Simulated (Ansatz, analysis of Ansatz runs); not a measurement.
# monolayer NbS2Br2 with Se_S, part 2 of 3

We look for the structure, spin, formation energy and gap states of neutral Se_S in monolayer NbS2Br2. Model: a cell of 40 host atoms with 1 S taken out and 1 Se put in.

Ansatz 0.2.0; plane-wave PAW DFT, PBEsol and LDA; supercells relaxed in a periodic cell with vacuum, the primitive cell and the final single points with the Coulomb interaction cut along the normal.

So far. Step 4 (Band edges against the vacuum level): The band edges were searched for over the zone, on the density of this mesh. The valence top lies 5.55 eV and the conduction bottom 4.01 eV below the vacuum level: a gap of 1.54 eV.

## (5) Relaxing the neutral defect

Level of this step: plane-wave PAW DFT, PBEsol, fully periodic cell with vacuum; relaxation of a defect in a monolayer at fixed charge, a uniform background where charged (Ansatz).

Atoms start from random displacements, so no symmetry is imposed. The relaxation runs in a plain periodic cell, 18 Å high against 35 Å with the cut-off, with 14 Å between the perfect sheet and its image; that is cheaper, but a defect with a dipole feels the field of its images there. Several total moments are run in turn (0 without spin polarisation, the others held), because an open shell can settle in more than one spin state.

File q0.relax/input.yaml:

```yaml
crystal:
  lattice:
    - [13.02631076, -0.01274449, 0.0]
    - [-6.43828694, 11.32400939, 0.0]
    - [0.0, 0.0, 18.0]
  atoms:
    - { symbol: Nb, position: [-0.00031126, 0.00067739, 0.50000016] }
    - { symbol: Nb, position: [0.12627945, 0.37409925, 0.49999984] }
    - { symbol: S, position: [0.20238504, 0.07679076, 0.54722349] }
    - { symbol: S, position: [0.07677768, 0.45118396, 0.61219721] }
    - { symbol: S, position: [0.42358315, 0.29798588, 0.45277651] }
    - { symbol: S, position: [0.04919051, 0.42359268, 0.38780279] }
    - { symbol: Br, position: [0.008475, 0.17882756, 0.58506168] }
    - { symbol: Br, position: [0.30442168, 0.38287863, 0.58506183] }
    - { symbol: Br, position: [0.11749319, 0.19594908, 0.41493832] }
    - { symbol: Br, position: [0.32154651, 0.49189801, 0.41493817] }
    - { symbol: Nb, position: [-0.00031126, 0.50067739, 0.50000016] }
    - { symbol: Nb, position: [0.12627945, 0.87409925, 0.49999984] }
    - { symbol: S, position: [0.20238504, 0.57679076, 0.54722349] }
    - { symbol: S, position: [0.07677768, 0.95118396, 0.61219721] }
    - { symbol: S, position: [0.42358315, 0.79798588, 0.45277651] }
    - { symbol: S, position: [0.04919051, 0.92359268, 0.38780279] }
    - { symbol: Br, position: [0.008475, 0.67882756, 0.58506168] }
    - { symbol: Br, position: [0.30442168, 0.88287863, 0.58506183] }
    - { symbol: Br, position: [0.11749319, 0.69594908, 0.41493832] }
    - { symbol: Br, position: [0.32154651, 0.99189801, 0.41493817] }
    - { symbol: Nb, position: [0.49968874, 0.00067739, 0.50000016] }
    - { symbol: Nb, position: [0.62627945, 0.37409925, 0.49999984] }
    - { symbol: S, position: [0.70238504, 0.07679076, 0.54722349] }
    - { symbol: S, position: [0.57677768, 0.45118396, 0.61219721] }
    - { symbol: S, position: [0.92358315, 0.29798588, 0.45277651] }
    - { symbol: Se, position: [0.54919051, 0.42359268, 0.38780279] }
    - { symbol: Br, position: [0.508475, 0.17882756, 0.58506168] }
    - { symbol: Br, position: [0.80442168, 0.38287863, 0.58506183] }
    - { symbol: Br, position: [0.61749319, 0.19594908, 0.41493832] }
    - { symbol: Br, position: [0.82154651, 0.49189801, 0.41493817] }
    - { symbol: Nb, position: [0.49968874, 0.50067739, 0.50000016] }
    - { symbol: Nb, position: [0.62627945, 0.87409925, 0.49999984] }
    - { symbol: S, position: [0.70238504, 0.57679076, 0.54722349] }
    - { symbol: S, position: [0.57677768, 0.95118396, 0.61219721] }
    - { symbol: S, position: [0.92358315, 0.79798588, 0.45277651] }
    - { symbol: S, position: [0.54919051, 0.92359268, 0.38780279] }
    - { symbol: Br, position: [0.508475, 0.67882756, 0.58506168] }
    - { symbol: Br, position: [0.80442168, 0.88287863, 0.58506183] }
    - { symbol: Br, position: [0.61749319, 0.69594908, 0.41493832] }
    - { symbol: Br, position: [0.82154651, 0.99189801, 0.41493817] }
basis:
  ecutwfc: 420
  xc_grid: 2
hamiltonian:
  xc: pbesol
kpoints:
  mp_grid: { grid: [1, 1, 1] }
scf:
  occupations: { method: fixed }
  max_iter: 80
output:
  forces: true
relax:
  f_tol: 0.02
  max_steps: 80
  random_displacement: { amplitude: 0.08, seed: 8663 }
```

The run is started by

```bash
ansatz run input.yaml --threads 4 --pin off --max-ram 10362MiB --backend cpu --events-out ev --progress --plain --runs-dir out
```

Numbers of over 12 decimals in the logs are rounded to 6 here.

The log of the run:

```text
[...]
Crystal: 40 atoms, lattice volume = 2653.704 Å³
Basis set: ecut = 420 eV, 51789 PW (Γ), exchange–correlation on 180×180×250 points (8 copies of the dense FFT grid, shifted against one another)
Bands: 201, of which v1, the nominal top of the filled ones, is band 161 counted from 1 (160 counted from 0)
Symmetry: 1 space group operations
k-points: 1
[...]
SCF iter   1: F=—  HF=-98479.173956 eV  |F-HF|=—  |Δ(HF+E_count)|=         —  Δρ=3.53e-3  dr2=3.06e-1  ethr=1.77e-3  ⟨swp⟩=5.0  Hψ=747  notcnv=0  defer=34
[...]
SCF iter   9: F=-98479.158495 eV  HF=-98479.158495 eV  |F-HF|=6.65e-7  |Δ(HF+E_count)|=   1.08e-5  Δρ=1.14e-5  dr2=6.20e-6  ethr=3.11e-9  ⟨swp⟩=4.0  Hψ=641  notcnv=0
SCF 1 converged in 9 iterations: F = -98479.158495 eV  dr2 = 6.20e-6
[...]
relax step   1: F+E_penalty+E_count = -98479.15849453 eV  Δ(F+E_penalty+E_count) = +0.000e0 eV  max|allowed force component| = 2.796e0 eV/Å  Δτ_max = 0.0000 Å  (9 SCF iters, dr2 threshold 1.00e-5 eV, accepted)
[...]
relax step   2: F+E_penalty+E_count = -98480.52785188 eV  Δ(F+E_penalty+E_count) = -1.369e0 eV  max|allowed force component| = 1.156e0 eV/Å  Δτ_max = 0.1955 Å  (8 SCF iters, dr2 threshold 1.00e-4 eV, accepted)
relax step   3: F+E_penalty+E_count = -98480.89481686 eV  Δ(F+E_penalty+E_count) = -3.670e-1 eV  max|allowed force component| = 1.474e-1 eV/Å  Δτ_max = 0.1528 Å  (7 SCF iters, dr2 threshold 8.36e-5 eV, accepted)
relax step   4: F+E_penalty+E_count = -98480.90675491 eV  Δ(F+E_penalty+E_count) = -1.194e-2 eV  max|allowed force component| = 1.916e-2 eV/Å  Δτ_max = 0.0338 Å  (8 SCF iters, dr2 threshold 1.36e-6 eV, accepted)
[...]
relax step   5: F+E_penalty+E_count = -98480.90675496 eV  Δ(F+E_penalty+E_count) = -4.758e-8 eV  max|allowed force component| = 1.918e-2 eV/Å  Δτ_max = 0.0000 Å  (4 SCF iters, accepted)
SCF converged after 4 iterations
Free energy (F): -98480.906755 eV
[...]
Internal energy: -98480.906755 eV  (E = F + TS)
E sigma→0 (E₀):  -98480.906755 eV
Fermi energy:    -1.207327 eV
[...]
--- Forces (eV/Å), atoms counted from 1 ---
  atom   1  Nb    -0.00678252     0.00925821    -0.00268557
  atom   2  Nb     0.01918392     0.00264931    -0.01381414
  atom   3  S      0.00310180     0.00289825     0.01170230
  atom   4  S      0.00277128     0.00608107     0.01099046
  atom   5  S     -0.00287947    -0.00430027     0.00209721
  atom   6  S      0.00256484    -0.00361439    -0.00279538
  atom   7  Br    -0.00641219    -0.00235810     0.01039095
  atom   8  Br     0.00010888    -0.00405589     0.00646565
  atom   9  Br     0.00329252    -0.00089492    -0.00162487
  atom  10  Br    -0.00377721     0.00089060    -0.00312190
  atom  11  Nb    -0.00739279     0.00339852    -0.00187871
  atom  12  Nb     0.00405567    -0.00616420     0.00658114
  atom  13  S      0.00020798     0.00493944     0.00370505
  atom  14  S     -0.00134300     0.00199161     0.00623672
  atom  15  S     -0.00289842    -0.00638722    -0.00772505
  atom  16  S     -0.00220532     0.00072359    -0.01238614
  atom  17  Br    -0.00009929     0.00248056     0.00328205
  atom  18  Br    -0.00249630    -0.00449758     0.00898262
  atom  19  Br     0.00413257     0.00392035    -0.01049794
  atom  20  Br     0.00366212     0.00212923    -0.00436195
  atom  21  Nb    -0.00535567     0.00629967     0.00077420
  atom  22  Nb     0.00494499    -0.00242043    -0.01553424
  atom  23  S      0.00091153     0.00464415     0.00359923
  atom  24  S      0.00701571     0.00620049     0.00711539
[...]
atom  33  S      0.00088976    -0.00240194     0.00340286
  atom  34  S      0.00258718     0.00067498    -0.00046090
  atom  35  S     -0.00299793    -0.00448767    -0.00656637
  atom  36  S     -0.00309756    -0.00274213    -0.00154397
  atom  37  Br    -0.00529796    -0.00146263     0.00388342
  atom  38  Br     0.00401168    -0.00106348     0.00850407
  atom  39  Br     0.00147153    -0.00728212    -0.00193247
  atom  40  Br    -0.00061938    -0.00062949    -0.00668506
  max |Σ_I F_I| component: 1.45e-5 eV/Å
--- Relaxed structure (5 steps of the walk, 5 accepted, 0 SCFs on fresh bases) ---
  F+E_penalty+E_count = -98480.90675496 eV   max|allowed force component| = 1.918e-2 eV/Å
  atoms:
    - { symbol: Nb, position: [-0.000479, 0.000797, 0.500073] }
    - { symbol: Nb, position: [0.125317, 0.374090, 0.500603] }
    - { symbol: S, position: [0.201985, 0.076837, 0.547948] }
    - { symbol: S, position: [0.074073, 0.449325, 0.612736] }
    - { symbol: S, position: [0.420676, 0.295592, 0.453877] }
    - { symbol: S, position: [0.049350, 0.424407, 0.388543] }
    - { symbol: Br, position: [0.007523, 0.178478, 0.585012] }
    - { symbol: Br, position: [0.304072, 0.382696, 0.584650] }
    - { symbol: Br, position: [0.117190, 0.196365, 0.415463] }
    - { symbol: Br, position: [0.319929, 0.493403, 0.415523] }
    - { symbol: Nb, position: [-0.000762, 0.500756, 0.500514] }
    - { symbol: Nb, position: [0.126093, 0.874364, 0.500070] }
    - { symbol: S, position: [0.201172, 0.576120, 0.549164] }
    - { symbol: S, position: [0.075536, 0.950277, 0.612050] }
    - { symbol: S, position: [0.423497, 0.798119, 0.452447] }
    - { symbol: S, position: [0.050471, 0.925213, 0.387989] }
    - { symbol: Br, position: [0.007110, 0.679040, 0.584862] }
    - { symbol: Br, position: [0.303903, 0.882325, 0.584853] }
    - { symbol: Br, position: [0.118211, 0.695938, 0.415885] }
    - { symbol: Br, position: [0.321449, 0.992163, 0.415377] }
    - { symbol: Nb, position: [0.499448, 0.000480, 0.500333] }
    - { symbol: Nb, position: [0.625394, 0.373431, 0.498870] }
    - { symbol: S, position: [0.701570, 0.076261, 0.548771] }
    - { symbol: S, position: [0.575238, 0.450316, 0.610593] }
    - { symbol: S, position: [0.922957, 0.298253, 0.452775] }
    - { symbol: Se, position: [0.548024, 0.422914, 0.377807] }
    - { symbol: Br, position: [0.507791, 0.178884, 0.584600] }
    - { symbol: Br, position: [0.803196, 0.382653, 0.584546] }
    - { symbol: Br, position: [0.618574, 0.195096, 0.415359] }
    - { symbol: Br, position: [0.822275, 0.492532, 0.415004] }
    - { symbol: Nb, position: [0.498445, 0.500335, 0.498806] }
    - { symbol: Nb, position: [0.625964, 0.874262, 0.500214] }
    - { symbol: S, position: [0.701019, 0.576030, 0.545849] }
    - { symbol: S, position: [0.574853, 0.949386, 0.612493] }
    - { symbol: S, position: [0.923820, 0.798564, 0.451874] }
    - { symbol: S, position: [0.549723, 0.924533, 0.388243] }
    - { symbol: Br, position: [0.507752, 0.678300, 0.584386] }
    - { symbol: Br, position: [0.804070, 0.881919, 0.584633] }
    - { symbol: Br, position: [0.617459, 0.697152, 0.414754] }
    - { symbol: Br, position: [0.821323, 0.993128, 0.415660] }
```

The job ended after 53 s (4 threads of Arm Neoverse V1, shared host; peak memory 2.1 GiB).

In the next tables energies count from the displaced start, and moves from the positions in the input.

Relaxation path:

```csv
step,energy less that of the first step (eV),largest force component (eV/Å)
1,0.0000,2.7955
2,-1.3694,1.1564
3,-1.7363,0.1474
4,-1.7483,0.0192
5,-1.7483,0.0192
```

The atoms that moved most (Å, from the sites as typed, ahead of the random displacement, the mean shift of all atoms taken out):

```csv
atom,dx,dy,dz,length
Se26,-0.004,-0.006,-0.177,0.177
S13,-0.004,-0.006,0.038,0.039
S5,-0.015,-0.026,0.023,0.038
Br10,-0.024,0.018,0.014,0.033
S23,0.000,-0.005,0.031,0.031
Br29,0.027,-0.008,0.011,0.030
S4,-0.016,-0.020,0.013,0.028
S24,-0.007,-0.008,-0.026,0.028
```

Final coordinates:

```xyz
40
Lattice="13.0263 -0.0127 0.0000 -6.4383 11.3240 0.0000 0.0000 0.0000 18.0000" Properties=species:S:1:pos:R:3
Nb   -0.0114    0.0090    9.0013
Nb   -0.7761    4.2346    9.0109
S     2.1364    0.8675    9.8631
S    -1.9280    5.0872   11.0292
S     3.5767    3.3419    8.1698
S    -2.0896    4.8054    6.9938
Br   -1.0511    2.0210   10.5302
Br    1.4970    4.3298   10.5237
Br    0.2623    2.2221    7.4783
Br    0.9908    5.5832    7.4794
Nb   -3.2339    5.6706    9.0093
Nb   -3.9869    9.8997    9.0013
S    -1.0887    6.5214    9.8850
S    -5.1342   10.7600   11.0169
S     0.3781    9.0325    8.1440
S    -5.2993   10.4765    6.9838
Br   -4.2792    7.6894   10.5275
Br   -1.7219    9.9876   10.5274
Br   -2.9408    7.8793    7.4859
Br   -2.2005   11.2312    7.4768
Nb    6.5029   -0.0009    9.0060
Nb    5.7423    4.2208    8.9797
S     8.6479    0.8546    9.8779
S     4.5940    5.0921   10.9907
S    10.1025    3.3657    8.1500
Se    4.4159    4.7821    6.8005
Br    5.4629    2.0192   10.5228
Br    7.9991    4.3229   10.5218
Br    6.8016    2.2014    7.4765
Br    7.5401    5.5670    7.4701
Nb    3.2716    5.6594    8.9785
Nb    2.5252    9.8922    9.0038
S     5.4230    6.5140    9.8253
S     1.3758   10.7435   11.0249
S     6.8926    9.0312    8.1337
S     1.2085   10.4624    6.9884
Br    2.2470    7.6746   10.5189
Br    4.7960    9.9766   10.5234
Br    3.5547    7.8867    7.4656
Br    4.3048   11.2357    7.4819
```

The atoms nearest to the centre after the run:

```csv
atom,distance (Å)
Se26,0.180
S5,2.057
Nb22,2.460
Nb31,2.466
Br30,3.246
Br39,3.254
S33,3.473
Br29,3.548
Br10,3.561
```

All neutral relaxations:

```csv
moment (μB),filling,outcome,structures computed,largest displacement from the input (Å),added thickness (Å),time
0,fixed,converged,5,0.18,0.19,53 s
2,smeared,converged,21,0.26,0.16,9.8 min
```

With the common shift of the atoms taken out, the largest displacement is 0.18 Å, and the sheet with its defect is 0.19 Å thicker than the perfect one.

(Continued in part 3 of 3.)

[Logs are printed without paths, hosts, clocks, repeated set-up lines and the standing remarks that a program may print on its own settings, such as how far it seeks lower states.]

[Hosts, paths, dates, database ids (printed as entryN), source tags and the programs' standing remarks are cut or masked in the printed files.]

[Maps of the electrostatic potential energy from Ansatz leave out the sawtooth potential of an applied field or a dipole correction, so their vacuum need not be flat.]
